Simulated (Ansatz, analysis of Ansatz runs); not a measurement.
## Migration in LaOF (R-3m): V_O hop (2.9 Å), charge +2

How high is the barrier when O changes place in LaOF (R-3m)? The case: V_O hop (2.9 Å), charge +2, in a cell of 36 host atoms with 1 O taken out.

Method: plane-wave PAW DFT, PBEsol; nudged elastic band between two relaxed defect structures at fixed charge in a uniform background, in Ansatz 0.2.0.

### 1. Set-up

The cell holds 35 atoms: 12 La, 11 O and 12 F. Cell: a = 8.026 Å, b = 12.040 Å, c = 7.079 Å, α = 73.5°, β = 73.5°, γ = 60.0°. It derives from LaOF (space group R-3m). Nearest the centre at fractional (0.500, 0.500, 0.999): O10 at 1.45 Å, La8 at 1.90 Å, La25 at 1.90 Å, O9 at 3.19 Å, O15 at 3.19 Å, O22 at 3.19 Å, O27 at 3.19 Å, F28 at 3.27 Å. The cell carries charge +2.

The cell's shortest repeat is 7.1 Å.

### 2. Relaxation of the start point, charge +2

A barrier is counted from a minimum, so both ends are relaxed first. Small random displacements break the symmetry of the ideal sites, so that the defect can distort if it gains by it. The charge of +2 is set by the electron count, and a uniform background keeps the cell neutral.

qp2.start/input.yaml

```yaml
crystal:
  lattice:
    - [-4.01323028, 6.95111876, 0.0]
    - [-12.03969085, 0.0, 0.0]
    - [-2.00661514, 1.15851979, 6.68937331]
  atoms:
    - { symbol: La, position: [0.12912111, 0.08608074, 0.22527337] }
    - { symbol: La, position: [0.37087889, 0.2472526, 0.77472663] }
    - { symbol: O, position: [0.1884472, 0.12563147, 0.86931681] }
    - { symbol: O, position: [0.3115528, 0.20770187, 0.13068319] }
    - { symbol: F, position: [0.06449263, 0.04299509, 0.6130442] }
    - { symbol: F, position: [0.43550737, 0.29033824, 0.3869558] }
    - { symbol: La, position: [0.12912111, 0.41941407, 0.22527337] }
    - { symbol: La, position: [0.37087889, 0.58058593, 0.77472663] }
    - { symbol: O, position: [0.1884472, 0.4589648, 0.86931681] }
    - { symbol: O, position: [0.3115528, 0.5410352, 0.13068319] }
    - { symbol: F, position: [0.06449263, 0.37632842, 0.6130442] }
    - { symbol: F, position: [0.43550737, 0.62367158, 0.3869558] }
    - { symbol: La, position: [0.12912111, 0.7527474, 0.22527337] }
    - { symbol: La, position: [0.37087889, 0.91391926, 0.77472663] }
    - { symbol: O, position: [0.1884472, 0.79229813, 0.86931681] }
    - { symbol: O, position: [0.3115528, 0.87436853, 0.13068319] }
    - { symbol: F, position: [0.06449263, 0.70966176, 0.6130442] }
    - { symbol: F, position: [0.43550737, 0.95700491, 0.3869558] }
    - { symbol: La, position: [0.62912111, 0.08608074, 0.22527337] }
    - { symbol: La, position: [0.87087889, 0.2472526, 0.77472663] }
    - { symbol: O, position: [0.6884472, 0.12563147, 0.86931681] }
    - { symbol: O, position: [0.8115528, 0.20770187, 0.13068319] }
    - { symbol: F, position: [0.56449263, 0.04299509, 0.6130442] }
    - { symbol: F, position: [0.93550737, 0.29033824, 0.3869558] }
    - { symbol: La, position: [0.62912111, 0.41941407, 0.22527337] }
    - { symbol: La, position: [0.87087889, 0.58058593, 0.77472663] }
    - { symbol: O, position: [0.8115528, 0.5410352, 0.13068319] }
    - { symbol: F, position: [0.56449263, 0.37632842, 0.6130442] }
    - { symbol: F, position: [0.93550737, 0.62367158, 0.3869558] }
    - { symbol: La, position: [0.62912111, 0.7527474, 0.22527337] }
    - { symbol: La, position: [0.87087889, 0.91391926, 0.77472663] }
    - { symbol: O, position: [0.6884472, 0.79229813, 0.86931681] }
    - { symbol: O, position: [0.8115528, 0.87436853, 0.13068319] }
    - { symbol: F, position: [0.56449263, 0.70966176, 0.6130442] }
    - { symbol: F, position: [0.93550737, 0.95700491, 0.3869558] }
total_charge: 2
basis:
  ecutwfc: 420
  xc_grid: 2
hamiltonian:
  xc: pbesol
kpoints:
  mp_grid: { grid: [1, 1, 1] }
scf:
  occupations: { method: fixed }
  max_iter: 60
output:
  forces: true
relax:
  f_tol: 0.015
  max_steps: 70
  random_displacement: { amplitude: 0.03, seed: 7079 }
```

Started as:

```bash
ansatz run input.yaml --threads 4 --pin off --max-ram 7536MiB --backend cpu --events-out ev --progress --plain --runs-dir out
```

Numbers of over 12 decimals in the logs are rounded to 6 here.

The program printed:

```text
[... repeated set-up lines and file paths are left out, and long positions are rounded to six places ...]
The last accepted step is kept in <dir> (removed where the run ends without a failure and the disk answers)
Engine: ansatz 0.2.0, aarch64-unknown-linux-gnu
Pseudopotentials: kind: paw
Pseudopotential: La, paw, valence charge 11, recommended cutoff 420 eV (normal), La.paw.azcp
Pseudopotential: O, paw, valence charge 6, recommended cutoff 420 eV (normal), O.paw.azcp
Pseudopotential: F, paw, valence charge 7, recommended cutoff 420 eV (normal), F.paw.azcp
Functional definition: PBEsol
  exchange = pbesol_x
  correlation = pbesol_c
Crystal: 35 atoms, lattice volume = 559.829 Å³
Basis set: ecut = 420 eV, 10937 PW (Γ), exchange–correlation on 108×162×96 points (8 copies of the dense FFT grid, shifted against one another)
Bands: 175, of which v1, the nominal top of the filled ones, is band 140 counted from 1 (139 counted from 0)
Symmetry: 1 space group operations
k-points: 1
Non-local potential: La, projectors of the file, l = 0: 3, l = 1: 2, l = 2: 2, l = 3: 3
Non-local potential: O, projectors of the file, l = 0: 2, l = 1: 2, l = 2: 1
Non-local potential: F, projectors of the file, l = 0: 2, l = 1: 2, l = 2: 1
PAW form: soft (Blöchl's): semilocal exchange-correlation on the pseudo side does not see the compensation charge
PAW frozen core: La, regenerated for the run's functional, and the local potential with it (the file was generated under x = pbe(κ = 0.804, μ = 0.219515), c = pbe(β = 0.066725))
PAW frozen core: O, regenerated for the run's functional, and the local potential with it (the file was generated under x = pbe(κ = 0.804, μ = 0.219515), c = pbe(β = 0.066725))
PAW frozen core: F, regenerated for the run's functional, and the local potential with it (the file was generated under x = pbe(κ = 0.804, μ = 0.219515), c = pbe(β = 0.066725))
PAW one-centre angular grid: La, 590 points (default); XC on 64 Gauss nodes
PAW one-centre angular grid: O, 110 points (default); XC on 64 Gauss nodes
PAW one-centre angular grid: F, 110 points (default); XC on 64 Gauss nodes
Initial density: superposition of atomic densities (neutral atoms scaled as one to the charged cell's electrons: chi_scale 0, normalization atom), corrected by the library's trained network
Initial wavefunctions: pseudopotential atomic-orbital guess
Functional: x = pbesol(κ = 0.804, μ = 0.123457), c = pbesol(β = 0.046)
SCF iter   1: F=—  HF=-89803.045801 eV  |F-HF|=—  |Δ(HF+E_count)|=         —  Δρ=1.27e-2  dr2=4.01e0  ethr=1.77e-3  ⟨swp⟩=6.0  Hψ=624  notcnv=0  defer=32
preconditioner: auto → Resta (q_TF=auto, 2.431 Å⁻¹)  ε∞=4.6  [insulator: Δε(μ)=2.982 eV  Ē_g=13.312 eV  n_scr=134 (ndim 8)  ℏωp=25.1 eV  f_vac=0.063  ε∞_Penn≈4.6]
SCF iter   2: F=—  HF=-89802.181542 eV  |F-HF|=—  |Δ(HF+E_count)|=   8.64e-1  Δρ=7.45e-3  dr2=1.41e0  ethr=1.43e-3  ⟨swp⟩=4.0  Hψ=265  notcnv=0  defer=32
SCF iter   3: F=—  HF=-89801.853825 eV  |F-HF|=—  |Δ(HF+E_count)|=   3.28e-1  Δρ=9.10e-3  dr2=3.90e-1  ethr=5.02e-4  ⟨swp⟩=4.0  Hψ=260  notcnv=0  defer=32
SCF iter   4: F=—  HF=-89801.774926 eV  |F-HF|=—  |Δ(HF+E_count)|=   7.89e-2  Δρ=1.86e-3  dr2=2.58e-2  ethr=1.39e-4  ⟨swp⟩=3.0  Hψ=319  notcnv=0  defer=33
SCF iter   5: F=—  HF=-89801.783991 eV  |F-HF|=—  |Δ(HF+E_count)|=   9.06e-3  Δρ=1.81e-3  dr2=1.87e-2  ethr=9.20e-6  ⟨swp⟩=4.0  Hψ=289  notcnv=0  defer=33
SCF iter   6: F=—  HF=-89801.781957 eV  |F-HF|=—  |Δ(HF+E_count)|=   2.03e-3  Δρ=3.57e-4  dr2=1.03e-3  ethr=6.66e-6  ⟨swp⟩=3.0  Hψ=264  notcnv=0  defer=33
SCF iter   7: F=—  HF=-89801.783519 eV  |F-HF|=—  |Δ(HF+E_count)|=   1.56e-3  Δρ=1.25e-4  dr2=2.34e-4  ethr=3.67e-7  ⟨swp⟩=3.0  Hψ=319  notcnv=0  defer=33
SCF iter   8: F=—  HF=-89801.783496 eV  |F-HF|=—  |Δ(HF+E_count)|=   2.35e-5  Δρ=8.50e-5  dr2=3.99e-5  ethr=8.35e-8  ⟨swp⟩=2.0  Hψ=258  notcnv=0  defer=33
SCF iter   9: F=-89801.783493 eV  HF=-89801.783491 eV  |F-HF|=1.47e-6  |Δ(HF+E_count)|=   4.36e-6  Δρ=2.01e-5  dr2=2.54e-6  ethr=2.01e-9  ⟨swp⟩=3.0  Hψ=726  notcnv=0
SCF 1 converged in 9 iterations: F = -89801.783493 eV  dr2 = 2.54e-6
  greatest PAW one-centre occupation: 0.973 electrons in one spin orbital (limit 2), on the La atom at site 30 (counted from 0), in its partial waves of l = 0
relax step   1: F+E_penalty+E_count = -89801.78349293 eV  Δ(F+E_penalty+E_count) = +0.000e0 eV  max|allowed force component| = 2.867e0 eV/Å  Δτ_max = 0.0000 Å  (9 SCF iters, dr2 threshold 5.63e-6 eV, accepted)
[... the SCF cycles and remarks between the steps are left out from here to the last step ...]
relax step   2: F+E_penalty+E_count = -89803.51332854 eV  Δ(F+E_penalty+E_count) = -1.730e0 eV  max|allowed force component| = 7.558e-1 eV/Å  Δτ_max = 0.1946 Å  (7 SCF iters, dr2 threshold 1.00e-4 eV, accepted)
relax step   3: F+E_penalty+E_count = -89803.89175649 eV  Δ(F+E_penalty+E_count) = -3.784e-1 eV  max|allowed force component| = 2.914e-1 eV/Å  Δτ_max = 0.2000 Å  (7 SCF iters, dr2 threshold 3.57e-5 eV, accepted)
relax step   4: F+E_penalty+E_count = -89803.86931584 eV  Δ(F+E_penalty+E_count) = +2.244e-2 eV  max|allowed force component| = 4.059e-1 eV/Å  Δτ_max = 0.1101 Å  (7 SCF iters, dr2 threshold 5.90e-6 eV, rejected (line search))
relax step   5: F+E_penalty+E_count = -89803.95133321 eV  Δ(F+E_penalty+E_count) = -5.958e-2 eV  max|allowed force component| = 1.549e-1 eV/Å  Δτ_max = 0.0537 Å  (9 SCF iters, accepted)
relax step   6: F+E_penalty+E_count = -89803.95661929 eV  Δ(F+E_penalty+E_count) = -5.286e-3 eV  max|allowed force component| = 7.302e-2 eV/Å  Δτ_max = 0.0369 Å  (6 SCF iters, dr2 threshold 3.56e-6 eV, accepted)
relax step   7: F+E_penalty+E_count = -89803.95959478 eV  Δ(F+E_penalty+E_count) = -2.975e-3 eV  max|allowed force component| = 3.555e-2 eV/Å  Δτ_max = 0.0169 Å  (6 SCF iters, dr2 threshold 1.19e-6 eV, accepted)
relax step   8: F+E_penalty+E_count = -89803.96064075 eV  Δ(F+E_penalty+E_count) = -1.046e-3 eV  max|allowed force component| = 1.440e-2 eV/Å  Δτ_max = 0.0162 Å  (7 SCF iters, dr2 threshold 2.81e-7 eV, accepted)
iter 1 solved again at ethr=1.59e-11 eV; its pass at ethr=3.10e-3 eV (dr2=4.46e-8 eV) is discarded
SCF iter   1: F=—  HF=-89803.960528 eV  |F-HF|=—  |Δ(HF+E_count)|=         —  Δρ=3.64e-6  dr2=4.52e-8  ethr=1.59e-11  ⟨swp⟩=2.0  Hψ=504  notcnv=0  defer=29
SCF iter   2: F=—  HF=-89803.960641 eV  |F-HF|=—  |Δ(HF+E_count)|=   1.13e-4  Δρ=1.98e-6  dr2=1.68e-8  ethr=1.59e-11  ⟨swp⟩=4.0  Hψ=599  notcnv=0
SCF iter   3: F=-89803.960641 eV  HF=-89803.960641 eV  |F-HF|=1.01e-8  |Δ(HF+E_count)|=   6.24e-9  Δρ=1.05e-6  dr2=6.35e-9  ethr=6.01e-12  ⟨swp⟩=2.0  Hψ=394  notcnv=0
SCF 9 converged in 3 iterations: F = -89803.960641 eV  dr2 = 6.35e-9
relax step   9: F+E_penalty+E_count = -89803.96064076 eV  Δ(F+E_penalty+E_count) = -1.289e-8 eV  max|allowed force component| = 1.441e-2 eV/Å  Δτ_max = 0.0000 Å  (3 SCF iters, accepted)
SCF converged after 3 iterations
Free energy (F): -89803.960641 eV
Harris-Foulkes:  -89803.960641 eV  (|F-HF|=1.01e-8)
Internal energy: -89803.960641 eV  (E = F + TS)
E sigma→0 (E₀):  -89803.960641 eV
Fermi energy:    8.209541 eV
--- Per-component energies (eV) ---
  E_band       = -525.128241
  E_kinetic    = 6696.867322
  E_local      = -14562.108015  (includes V_loc(G=0)·N_el)
  E_nonlocal   = 2586.821879
  E_hartree    = 5367.808868
  E_xc         = -3405.061771
  E_vxc        = -4011.924030  (∫ρ·V_xc dr)
  E_paw        = -67949.050626  (= ΣΔE_a)
  E_vpaw       = -1970.453229  (= ΣTr[D̂ρ^β])
  E_aug_tail   = 0.050945  (compensation charges beyond the density's cutoff)
  E_ewald      = -18542.220835
  E_core_change = 2.931592  (= ΣΔE_core)
  E_smearing   = -0.000000  (= −TS)
  E_closure    = -0.000000  (closes the sum)
  E_deformation_potential = 37.512472  (in the stress; not in F)
  Σ components = -89803.960641   (vs F -89803.960641, Δ=0.00e0)
--- Forces (eV/Å), atoms counted from 1 ---
  atom   1  La     0.01006120     0.00653920    -0.00412931
  atom   2  La    -0.00123807     0.00063071     0.00297414
  atom   3  O     -0.00304647     0.01374414     0.00063206
  atom   4  O      0.00412621    -0.00313203    -0.00235457
  atom   5  F      0.00128104    -0.00659423    -0.00533767
  atom   6  F     -0.00375070     0.00562672    -0.00420665
  atom   7  La    -0.00115395     0.01118923    -0.00074961
  atom   8  La    -0.00157476    -0.00403740     0.00188877
  atom   9  O     -0.00247525     0.00625797     0.00151888
  atom  10  O     -0.00190574    -0.00995512    -0.00046779
  atom  11  F     -0.00273183    -0.01172861    -0.00156057
  atom  12  F     -0.00406271     0.00135492    -0.00191626
  atom  13  La     0.00856990    -0.00614693     0.00943870
  atom  14  La     0.00117617    -0.00501413    -0.00227939
  atom  15  O      0.00526035     0.00569347     0.00352750
  atom  16  O     -0.00130847    -0.00216133    -0.00178011
  atom  17  F     -0.00381490    -0.00735667     0.00777249
  atom  18  F     -0.00342782     0.00859059     0.00585081
  atom  19  La     0.00778838    -0.00725505     0.00068212
  atom  20  La     0.01063433     0.00407550     0.00475991
  atom  21  O     -0.00275738     0.01019638    -0.00311102
  atom  22  O     -0.00147656    -0.00892287     0.00353364
  atom  23  F      0.00194499    -0.00624654     0.00455058
  atom  24  F      0.00245966    -0.00025944    -0.00077566
  atom  25  La     0.00742897    -0.00397923    -0.00138630
  atom  26  La    -0.00540735     0.00139271     0.00289722
  atom  27  O      0.00740511    -0.00513548     0.00700463
  atom  28  F     -0.00619839    -0.00110395    -0.00306959
  atom  29  F     -0.00919024     0.01280848     0.00425617
  atom  30  La     0.00161766    -0.00441727    -0.00435113
  atom  31  La     0.00448621     0.00149861    -0.00055857
  atom  32  O     -0.00291793     0.01062181    -0.00722777
  atom  33  O     -0.01163863    -0.00684399     0.00147670
  atom  34  F      0.00083488     0.00001884    -0.01440734
  atom  35  F     -0.00500861     0.00003611    -0.00305835
  max |Σ_I F_I| component: 3.67e-5 eV/Å
--- Relaxed structure (9 steps of the walk, 8 accepted, 0 SCFs on fresh bases) ---
  F+E_penalty+E_count = -89803.96064076 eV   max|allowed force component| = 1.441e-2 eV/Å
  atoms:
    - { symbol: La, position: [0.133858, 0.082376, 0.223874] }
    - { symbol: La, position: [0.369183, 0.246526, 0.779931] }
    - { symbol: O, position: [0.195797, 0.119549, 0.870059] }
    - { symbol: O, position: [0.310288, 0.209545, 0.131333] }
    - { symbol: F, position: [0.067786, 0.039676, 0.612135] }
    - { symbol: F, position: [0.420612, 0.297903, 0.405987] }
    - { symbol: La, position: [0.131908, 0.416236, 0.220837] }
    - { symbol: La, position: [0.346996, 0.593617, 0.768493] }
    - { symbol: O, position: [0.186943, 0.462096, 0.867973] }
    - { symbol: O, position: [0.341942, 0.534190, 0.111787] }
    - { symbol: F, position: [0.025184, 0.384286, 0.640611] }
    - { symbol: F, position: [0.431797, 0.625371, 0.391380] }
    - { symbol: La, position: [0.131256, 0.753847, 0.216771] }
    - { symbol: La, position: [0.377635, 0.911506, 0.771729] }
    - { symbol: O, position: [0.185525, 0.793292, 0.865983] }
    - { symbol: O, position: [0.313854, 0.873692, 0.126538] }
    - { symbol: F, position: [0.060731, 0.712585, 0.606703] }
    - { symbol: F, position: [0.439198, 0.951725, 0.386399] }
    - { symbol: La, position: [0.629905, 0.084322, 0.225729] }
    - { symbol: La, position: [0.890743, 0.228010, 0.769845] }
    - { symbol: O, position: [0.688744, 0.124386, 0.868242] }
    - { symbol: O, position: [0.797835, 0.228625, 0.115116] }
    - { symbol: F, position: [0.562719, 0.044457, 0.609586] }
    - { symbol: F, position: [0.942034, 0.286632, 0.392274] }
    - { symbol: La, position: [0.624007, 0.414362, 0.266412] }
    - { symbol: La, position: [0.882126, 0.589722, 0.765004] }
    - { symbol: O, position: [0.802579, 0.534444, 0.112086] }
    - { symbol: F, position: [0.579275, 0.384571, 0.638293] }
    - { symbol: F, position: [0.946193, 0.618819, 0.373290] }
    - { symbol: La, position: [0.630562, 0.750286, 0.221512] }
    - { symbol: La, position: [0.864368, 0.918738, 0.772998] }
    - { symbol: O, position: [0.693591, 0.790033, 0.869261] }
    - { symbol: O, position: [0.808738, 0.876884, 0.129379] }
    - { symbol: F, position: [0.579486, 0.686906, 0.629338] }
    - { symbol: F, position: [0.936280, 0.961061, 0.378859] }
```

The job ended after 28 s (4 threads of Arm Neoverse V1, shared host; peak memory 0.69 GiB; 91 s of CPU time).

Relaxation path:

```csv
step,energy less that of the first step (eV),largest force component (eV/Å)
1,0.0000,2.8669
2,-1.7298,0.7558
3,-2.1083,0.2914
4,-2.0858,0.4059
5,-2.1678,0.1549
6,-2.1731,0.0730
7,-2.1761,0.0355
8,-2.1771,0.0144
9,-2.1771,0.0144
```

Relaxation step 4 was tried and not accepted.

The atoms that moved most (Å, from the sites as typed, ahead of the random displacement, the mean shift of all atoms taken out):

```csv
atom,dx,dy,dz,length
F11,0.005,-0.245,0.183,0.306
F28,-0.211,0.128,0.168,0.298
La25,-0.003,0.008,0.274,0.274
F34,0.180,0.119,0.108,0.241
O22,-0.167,-0.117,-0.105,0.229
O10,-0.003,0.186,-0.127,0.225
O27,0.151,-0.088,-0.125,0.215
La20,0.160,0.129,-0.034,0.208
```

The relaxed structure:

```xyz
35
Lattice="-4.0132 6.9511 0.0000 -12.0397 0.0000 0.0000 -2.0066 1.1585 6.6894" Properties=species:S:1:pos:R:3 pbc="T T T"
La   -1.9782    1.1898    1.4976
La   -6.0147    3.4698    5.2172
O    -3.9710    2.3690    5.8202
O    -4.0316    2.3090    0.8785
F    -1.9780    1.1804    4.0948
F    -6.0893    3.3941    2.7158
La   -5.9839    1.1728    1.4773
La  -10.0816    3.3023    5.1407
O    -8.0554    2.3050    5.8062
O    -8.0281    2.5064    0.7478
F    -6.0132    0.9172    4.2853
F   -10.0475    3.4549    2.6181
La  -10.0378    1.1635    1.4501
La  -14.0384    3.5190    5.1624
O   -12.0332    2.2929    5.7929
O   -12.0325    2.3282    0.8465
F   -10.0404    1.1250    4.0585
F   -13.9964    3.5006    2.5848
La   -3.9961    4.6401    1.5100
La   -7.8647    7.0835    5.1498
O    -6.0039    5.7934    5.8080
O    -6.1855    5.6792    0.7701
F    -4.0168    4.6177    4.0778
F    -8.0187    7.0026    2.6241
La   -8.0277    4.6462    1.7821
La  -12.1753    7.0180    5.1174
O    -9.8804    5.7087    0.7498
F    -8.2357    4.7661    4.2698
F   -11.9967    7.0096    2.4971
La  -12.0083    4.6397    1.4818
La  -16.0813    6.9039    5.1709
O   -14.0396    5.8283    5.8148
O   -14.0627    5.7715    0.8655
F   -11.8586    4.7572    4.2099
F   -16.0886    6.9471    2.5343
```

Neighbours of O10 at the end:

```csv
atom,distance (Å)
La8,2.325
La25,2.377
La13,2.517
La7,2.547
F6,2.902
O9,2.903
F12,2.911
O15,2.929
```

Numbers from this step:

```yaml
free_energy: -89803.9606 eV
largest_move_from_the_ideal_geometry_of_this_structure_a_common_shift_of_the_far_atoms_taken_out: 0.3314 Å
```

The relaxation gained 2.177 eV and ended with a largest force component of 0.014 eV/Å.

[end of part 1 of 4]

[Logs are printed without paths, hosts, clocks, repeated set-up lines and the standing remarks that a program may print on its own settings, such as how far it seeks lower states.]

[Hosts, paths, dates, database ids (printed as entryN), source tags and the programs' standing remarks are cut or masked in the printed files.]
